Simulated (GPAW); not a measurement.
**AlNi3 in GPAW: convergence with bands over the usual count**

Crystal: AlNi3.

```
CELL_PARAMETERS angstrom
3.52305 0.00000 0.00000
0.00000 3.52305 0.00000
0.00000 0.00000 3.52305
ATOMIC_POSITIONS crystal
Ni 0.50000 0.50000 0.00000
Ni 0.50000 0.00000 0.50000
Ni 0.00000 0.50000 0.50000
Al 0.00000 0.00000 0.00000
```

The cell is a database's computed one.

| Quantity | Value |
| --- | --- |
| Program | GPAW 26.7.0 |
| Task | convergence study |
| Functional | PBE |
| Potentials or basis | GPAW PAW data sets (gpaw-data 1.2.1) |
| Cutoff | 600 eV |
| Basis | pw |
| k mesh | 6 × 6 × 6 |
| Occupations | fermi-dirac, width 0.05 eV |
| Spin | collinear spin, ferromagnetic start |
| Starting moments | [1.0, 1.0, 1.0, 0.0] μB |

These are the settings of the first run; the series varies bands over the usual count, with any setting tied to it.

Hardware: 1 thread of Arm Neoverse V2, with other jobs on the host.

```
bands over the usual count  energy less the tightest run, at zero smearing (meV/atom)  SCF cycles  CPU time (s)  peak memory (GiB)
                      0.72                                                       0.00          12            34               0.18
                       0.8                                                       0.00          12            36               0.19
                       0.9                                                       0.00          12            39               0.19
                         1                                                       0.00          13            46                0.2
                       1.3                                                       0.00          14            62               0.21
                       1.7                                                       0.00          14            82               0.23
                       2.5                                                       0.00          14           130               0.26
```

Against the tightest run, the energy stays within 1 meV/atom from 0.72 on. The tightest run that finished is the yardstick and may itself not be fully converged.
